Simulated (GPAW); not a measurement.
# Cr (P6_3/mmc) in GPAW: single point with PBE

Aim: the single point of Cr with PBE.

Program: GPAW 26.7.0. These are calculated values, not measurements. Logs are shortened: lines on timing, memory, paths and dates and some standing lists are left out, and cuts for length are marked. The log counts tension as positive stress, the text compression.

### Step 1. The structure

The structure is hexagonal, space group P6_3/mmc (No. 194). Conventional cell: a = 2.714 Å, b = 2.714 Å, c = 4.410 Å, α = 90.00°, β = 90.00°, γ = 120.00°. Cr (site symmetry -6m2) has 12 Cr at 2.71 Å as nearest neighbours.

This isn't the form of Cr at room conditions, which is bcc.

### Step 2. Single point, PBE, collinear spin, ferromagnetic start

The input, Cr.xyz:

```xyz
2
Lattice="2.7140000000 0.0000000000 0.0000000000 -1.3570000000 2.3503929459 0.0000000000 0.0000000000 0.0000000000 4.4100000000" Properties=species:S:1:pos:R:3 pbc="T T T"
Cr     1.3570000001      0.7834643152      3.3075000000
Cr    -0.0000000001      1.5669286307      1.1025000000
```

Potentials or basis: GPAW PAW data sets (gpaw-data 1.2.1), pw.

The run is started by

```bash
$ OMP_NUM_THREADS=1 gpaw run Cr.xyz -p 'mode=PW(600),xc=PBE,kpts={size:(11,11,6),gamma:True},occupations={name:fermi-dirac,width:0.05},nbands=17,convergence={density:1e-05,energy:1e-05},maxiter=150,txt=gpaw.txt' --properties efsMm -w gs.gpw --modify 'atoms.set_initial_magnetic_moments([3.0, 3.0])'
```

The log of the run:

```text
__  _  _
 | _ |_)|_||  |
 |__||  | ||/\| - 26.7.0

Input parameters:
  mode=PW(ecut=600.0),
  convergence={'density': 1e-05, 'energy': 1e-05},
  kpts=MonkhorstPack(size=[11, 11, 6], gamma=True),
  maxiter=150,
  nbands=17,
  occupations=Occupations(name='fermi-dirac', width=0.05),
  xc=XC(name='PBE')

Diagonalizing LCAO Hamiltonian
Converting LCAO to pw mode

          Cr

        Cr

Atoms  # Å, Bohr magnetons
|   | symbol |         x |        y |        z |    initial magnetic moments |
|---|--------|-----------|----------|----------|-----------------------------|
| 0 |     Cr |  1.357000 | 0.783464 | 3.307500 | ( 0.0000,  0.0000,  3.0000) |
| 1 |     Cr | -0.000000 | 1.566929 | 1.102500 | ( 0.0000,  0.0000,  3.0000) |

Unit cell  # Å
| periodic |         x |        y |        z |  lengths |     angles |
|----------|-----------|----------|----------|----------|------------|
|      yes |  2.714000 | 0.000000 | 0.000000 | 2.714000 |  90.000000 |
|      yes | -1.357000 | 2.350393 | 0.000000 | 2.714000 |  90.000000 |
|      yes |  0.000000 | 0.000000 | 4.410000 | 4.410000 | 120.000000 |

Number of symmetries: 12
Symmetry operations  # r_c * U_cc + t_c -> r_c
|    | kind |            matrix            |
|----|------|------------------------------|
|  0 |  σ   |  1, 1, 0,  0,-1, 0,  0, 0, 1 |
|  1 |  S6  |  1, 1, 0, -1, 0, 0,  0, 0,-1 |
|  2 |  E   |  1, 0, 0,  0, 1, 0,  0, 0, 1 |
|  3 |  C2  |  1, 0, 0, -1,-1, 0,  0, 0,-1 |
|  4 |  C2  |  0, 1, 0,  1, 0, 0,  0, 0,-1 |
|  5 |  C3  |  0, 1, 0, -1,-1, 0,  0, 0, 1 |
|  6 |  S6  |  0,-1, 0,  1, 1, 0,  0, 0,-1 |
|  7 |  σ   |  0,-1, 0, -1, 0, 0,  0, 0, 1 |
|  8 |  σ   | -1, 0, 0,  1, 1, 0,  0, 0, 1 |
|  9 |  i   | -1, 0, 0,  0,-1, 0,  0, 0,-1 |
| 10 |  C3  | -1,-1, 0,  1, 0, 0,  0, 0, 1 |
| 11 |  C2  | -1,-1, 0,  0, 1, 0,  0, 0,-1 |

BZ-sampling:
  Number of BZ points: 726
  Number of IBZ points: 84

  Monkhorst-Pack size: [11, 11, 6]
  Monkhorst-Pack shift: [0.0, 0.0, 0.08333333333333333]

K-points  # in reciprocal-cell coordinates
|     |                                coordinates |     weight |
|-----|--------------------------------------------|------------|
|   0 | (  0.00000000,   0.00000000,   0.00000000) | 0.00137741 |
|   1 | (  0.00000000,   0.00000000,   0.16666667) | 0.00275482 |
|   2 | (  0.00000000,   0.00000000,   0.33333333) | 0.00275482 |
|   3 | (  0.00000000,   0.00000000,   0.50000000) | 0.00137741 |
|   4 | (  0.09090909,   0.00000000,  -0.33333333) | 0.00826446 |
|   5 | (  0.09090909,   0.00000000,  -0.16666667) | 0.00826446 |
|   6 | (  0.09090909,   0.00000000,   0.00000000) | 0.00826446 |
|   7 | (  0.09090909,   0.00000000,   0.16666667) | 0.00826446 |
|   8 | (  0.09090909,   0.00000000,   0.33333333) | 0.00826446 |
|   9 | (  0.09090909,   0.00000000,   0.50000000) | 0.00826446 |
| ... |                                            |            |
|  83 | (  0.45454545,   0.45454545,   0.50000000) | 0.00826446 |

Plane wave coefficients: 966
Cutoff: 600.0 eV

Spin-components: 2 (collinear spins)
Bands:           17
Projectors:      12
Spin-degeneracy: 1
Datatype:        complex128

Density:
  Valence electrons: 12.0
  Components: 2
  Grid points: [16 16 25]
  Charge: 0.0  # |e|

Potential:
  Grid points: [16 16 25]

species:
  Cr:
    name:    Chromium
    Z:       24.0
    valence: 6
    core:    18
    charge:  0.0  # [|e|]
    compensation charges:
      type: gauss
      rc: 0.35  # [Å]
      lmax: 2
    cutoffs:
      filter: 2.14  # [Å]
      core: 3.04  # [Å]
    projectors
    | kind |    occ | energy [eV] | rcut [Å] |
    |------|--------|-------------|----------|
    |   4s |  1.000 |      -4.007 |    1.164 |
    |   4p |  0.000 |      -0.989 |    1.217 |
    |   3d |  5.000 |      -2.913 |    1.111 |
    |    s |        |      23.205 |    1.164 |
    |    p |        |      26.223 |    1.217 |
    |    d |        |      24.299 |    1.111 |

    Using partial waves for Cr as LCAO basis

Reference energy: -57164.754899  # eV

eigensolver:
  PPCG
  Converge bands: occupied
  niter=2

density mixing:
  MSR1-Mixer
  Pratt-step length: 0.05
  Maximum mixing coefficient: 0.75
  Old densities: 10
  SVD Regularization: 0.005
  Good broyden scale: 1.0
  Trust region scale: 1.0
  Backstep threshold: 4.0
  History deletion threshold: 6.0
  Fourier metric: weight=20.0, sigma=0.015

occupation numbers:
  Fermi-Dirac:
    width: 0.0500  # eV

poisson solver:
  ecut: 4800.0  # eV

xc functional:
[... 7 lines left out ...]

SCF iterations
|iter     | |      energy | eigst |  dens |  magmom |
|---------|-|-------------|-------|-------|---------|
|iter:   1| |  -16.928590 | -0.14 |       |  +5.9956|
|iter:   2| |  -16.958369 | -1.92 | -0.66 |  +5.9005|
|iter:   3| |  -17.297527 | -1.67 | -0.69 |  +4.5983|
|iter:   4| |  -17.440823 | -1.89 | -0.96 |  +3.2936|
|iter:   5| |  -17.471122 | -2.82 | -1.46 |  +2.4698|
|iter:   6| |  -17.474723 | -2.67 | -1.66 |  +2.0617|
|iter:   7| |  -17.478788 | -2.97 | -1.77 |  +2.0217|
|iter:   8| |  -17.480055 | -3.41 | -2.09 |  +1.9182|
|iter:   9| |  -17.480823 | -3.65 | -2.37 |  +1.9254|
|iter:  10| |  -17.480920 | -5.11 | -3.08 |  +1.9482|
|iter:  11| |  -17.480957 | -5.60 | -3.37 |  +1.9461|
|iter:  12| |  -17.480968c| -6.26 | -3.63 |  +1.9428|
|iter:  13| |  -17.480979c| -6.20 | -3.79 |  +1.9364|
|iter:  14| |  -17.480980c| -7.37 | -4.39 |  +1.9352|
|iter:  15| |  -17.480980c| -7.70c| -5.05c|  +1.9349|

Converged in 15 steps
Energy contributions relative to reference atoms: (reference = -57164.754899)

Energy contributions:
  Kinetic:         -48.688708
  Coulomb:          34.082117
  Zero:              0.337983
  External:          0.000000
  Xc:               -3.194983
  Entropy:          -0.034779
  Spinorbit:         0.000000
  ----------------------------
  Free energy:     -17.498370
  Extrapolated:    -17.480980

dipole moment: (0.000015, 0.000026, 0.000048)  # |e|*Ang

Total magnetic moment: (0.000000, 0.000000, 1.934937)

Local magnetic moments
|        x |        y |        z |
|----------|----------|----------|
| 0.000000 | 0.000000 | 0.858186 |  # Cr   0
| 0.000000 | 0.000000 | 0.858186 |  # Cr   1

Fermi level: 8.535
Eigenvalues  # (at kpt = [0.000, 0.000, 0.000])
| band index |      eig [eV] | occ [0-1] |      eig [eV] | occ [0-1] |
|------------|---------------|-----------|---------------|-----------|
|          0 |         1.449 |     1.000 |         1.772 |     1.000 |
|          1 |         5.009 |     1.000 |         5.513 |     1.000 |
|          2 |         7.817 |     1.000 |         8.542 |     0.463 |
|          3 |         7.817 |     1.000 |         8.635 |     0.119 |
|          4 |         7.873 |     1.000 |         8.635 |     0.119 |
|          5 |         8.175 |     0.999 |         9.014 |     0.000 |
|          6 |         8.175 |     0.999 |         9.014 |     0.000 |
|          7 |         8.600 |     0.213 |         9.265 |     0.000 |
|          8 |         8.600 |     0.213 |         9.519 |     0.000 |
|          9 |         8.983 |     0.000 |         9.519 |     0.000 |
|         10 |         9.817 |     0.000 |        10.769 |     0.000 |
|         11 |         9.817 |     0.000 |        10.769 |     0.000 |
|        ... |               |           |               |           |
|         16 |        18.740 |     0.000 |        19.275 |     0.000 |

No gap
No difference between direct/indirect transitions

Forces  # eV/Ang
|       x |       y |        z |
|---------|---------|----------|
| 0.00000 | 0.00000 |  0.00002 |  # Cr   0
| 0.00000 | 0.00000 | -0.00002 |  # Cr   1

Stress tensor  # eV/Ang^3
|         x |         y |        z |
|-----------|-----------|----------|
|  0.164482 | -0.000000 | 0.000000 |
| -0.000000 |  0.164482 | 0.000000 |
|  0.000000 |  0.000000 | 0.145839 |

# Writing to gs.gpw (mode='')
```

Wall time 62 s (1 thread of Arm Neoverse V1, shared host); peak memory 0.19 GiB.

What came out:

- Free energy: -17.4984 eV
- Pressure: -25.4 GPa
- Band gap on the k mesh: none (metal or under the smearing width)
- Net moment: 1.93 μB per cell
- Site moments: Cr +0.86 μB

Stress tensor (GPa, compression positive):
```
-26.35   0.00   0.00
  0.00 -26.35   0.00
  0.00   0.00 -23.37
```

Levels at points of the mesh, in eV from the Fermi level:
Spin up:
| k point | band 4 | band 5 | band 6 | band 7 | band 8 | band 9 | band 10 | band 11 |
| --- | --- | --- | --- | --- | --- | --- | --- | --- |
| (0.00, 0.00, 0.00) | -0.72 | -0.66 | -0.36 | -0.36 | 0.07 | 0.07 | 0.45 | 1.28 |
| (0.00, 0.00, 0.50) | -1.13 | -0.78 | -0.78 | -0.78 | -0.78 | 0.94 | 0.94 | 0.94 |
Spin down:
```
           k point  band 2  band 3  band 4  band 5  band 6  band 7  band 8  band 9
(0.00, 0.00, 0.00)   -3.02    0.01    0.10    0.10    0.48    0.48    0.73    0.98
(0.00, 0.00, 0.50)   -4.80   -0.54   -0.54    0.05    0.05    0.05    0.05    1.88
```

Caveat: so large a pressure means that the cell lies far from this level's equilibrium, or that cutoff or potentials fall short.

### Step 3. For comparison

An earlier run on the cell as given: functional PBE; potentials or basis GPAW PAW data sets (gpaw-data 1.2.1); cutoff 600 eV; basis pw; k mesh 11 × 11 × 6; occupations fermi-dirac, width 0.05 eV; collinear spin, ferromagnetic start; starting moments [3.0, 3.0] μB.

* Pressure: -25.4 GPa
* Band gap on the k mesh: none (metal or under the smearing width)
* Net moment: 1.93 μB per cell
* Site moments: Cr +0.86 μB
